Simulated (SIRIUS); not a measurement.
## C under changes of volume

One of the cells (9.336 Å³/atom); the others are scaled copies at fixed shape and fractional positions:

```xyz
2
Lattice="2.1414 -1.2364 0.0000 2.1414 1.2364 0.0000 -1.3882 0.0000 3.5260" Properties=species:S:1:pos:R:3 pbc="T T T"
C    -0.6744    0.0000    3.5257
C     3.5690    0.0000    0.0003
```

This is a stacking variant of graphite.

- Program: SIRIUS 7.12.0
- Functional: PBE
- Potentials or basis: all-electron FP-LAPW
- Cutoff: 378 eV
- Basis: apw+lo standard
- k mesh: 13 × 13 × 8
- Occupations: fermi-dirac, width 0.05 eV
- Spin: no spin polarisation

```csv
volume (Å³/atom),energy over the lowest point (meV/atom),gap on the mesh (eV)
8.604,?,?
8.787,23.08,0.94
8.970,8.67,0.94
9.336,0.00,0.92
9.519,4.55,0.92
9.702,14.37,0.91
```

Question: What does the run at 8.604 Å³/atom give?

Answer: Energy over the lowest point 45.06 meV/atom; gap on the mesh 0.95 eV.

Worked out: A Birch-Murnaghan fit of order 3 (a polynomial in V^(-2/3)) to the other rows has its minimum at 9.28 Å³/atom with B0 = V·E''(V) = 262 GPa and B' = 3.7 at fixed shape and positions, which overstates the stiffness. It gives 45.07 meV/atom at 8.604 Å³/atom, against the run's 45.06. A straight line through the other rows of the gap, of slope -0.316 eV per unit of ln V, extrapolates to 0.95 eV, against the run's 0.95.

Energies are extrapolated to zero smearing.

Caveats: an odd mesh through Γ misses points on the zone boundary, where band edges often lie; this functional lacks dispersion, which binds the layers, so the pressure and a relaxed spacing across them are unreliable.
